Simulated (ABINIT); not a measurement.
## PbSe (Clausthalite): single point with PBE

**What was measured.**

A printed reference work, monograph reports, for a bulk crystal of PbSe at 4.2 K: band gap 0.15 eV (direct).

The system is PbSe (Clausthalite).

```
Pb Se
1.0
     0.00000    3.06065    3.06065
     3.06065    0.00000    3.06065
     3.06065    3.06065    0.00000
Pb Se
1 1
Direct
  0.00000 0.00000 0.00000
  0.50000 0.50000 0.50000
```

```yaml
Program: ABINIT 10.8.3 (patched build)
Task: single point
Functional: PBE
Potentials_or_basis: SPMS NC PBE v1.0
Cutoff: 844 eV
k_mesh: 6 × 6 × 6
Occupations: fermi-dirac, width 0.05 eV
Spin: no spin polarisation
```

```json
{"Pressure": "2.3 GPa", "Band gap on the k mesh": "0.30 eV, direct", "Valence electrons inside the program's atomic spheres": "Pb 9.72; Se 13.21"}
```

Levels at points of the mesh, in eV from the valence-band top:
| k point | band 11 | band 12 | band 13 | band 14 | band 15 | band 16 | band 17 | band 18 | band 19 |
| --- | --- | --- | --- | --- | --- | --- | --- | --- | --- |
| (0.00, 0.00, 0.00) | -13.59 | -6.29 | -1.86 | -1.86 | -1.86 | 4.72 | 4.72 | 4.72 | 6.54 |
| (0.50, 0.00, 0.00) | -12.52 | -8.79 | -1.46 | -1.46 | 0.00 | 0.30 | 1.71 | 1.71 | 8.57 |
| (0.50, 0.50, 0.00) | -12.15 | -7.36 | -4.97 | -3.22 | -3.22 | 3.71 | 5.62 | 5.62 | 6.05 |

Wall time 8.2 s on 4 MPI ranks on Intel(R) Xeon(R) Platinum 8375C CPU @ 2.90GHz (Ice Lake), with other jobs on the host, peak memory 0.32 GiB a rank.

A measured gap of PbSe is 0.15 eV (direct; 4.2 K; a printed reference work, monograph); the calculated 0.30 eV misses it by +0.15 eV. 2 values of this kind are on record (0.15 to 0.28 eV); this one was drawn at random. Spin-orbit coupling on Pb, Se is left out. The value is that of PBE on a finite k mesh, which can miss the band edges, without temperature or zero-point motion.

Caveat: spin-orbit coupling is left out, which as a rule narrows the gap of such compounds by several tenths of an eV.
